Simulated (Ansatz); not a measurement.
## Sb (beta-Sn type): energy against volume

All numbers below come from Ansatz, DFT, RPBE, plane waves (420 eV) with PAW, scalar-relativistic. (PAW data from PBE, frozen cores regenerated.)

The cell is scaled uniformly from the relaxed one, with fractional coordinates and shape fixed. Energies are extrapolated to zero smearing, pressures are those at the given smearing. Because the bonds are stretched with the cell, B₀ of this curve lies above the true bulk modulus of such a structure. Magnetic state: spin not included.

A Birch-Murnaghan fit gives V₀ = 30.23 Å³/atom, B₀ = 52 GPa, B₀′ = 4.6.

(1) What are the energy above the minimum and the pressure at 29.005 Å³/atom?

(2) What are the energy above the minimum and the pressure at 32.631 Å³/atom?

(3) What are the energy above the minimum and the pressure at 33.840 Å³/atom?

Answers

(1) 8.6 meV/atom and 2.38 GPa as computed.

(2) 26.8 meV/atom and -3.27 GPa as computed.

(3) 56.5 meV/atom and -4.44 GPa as computed.
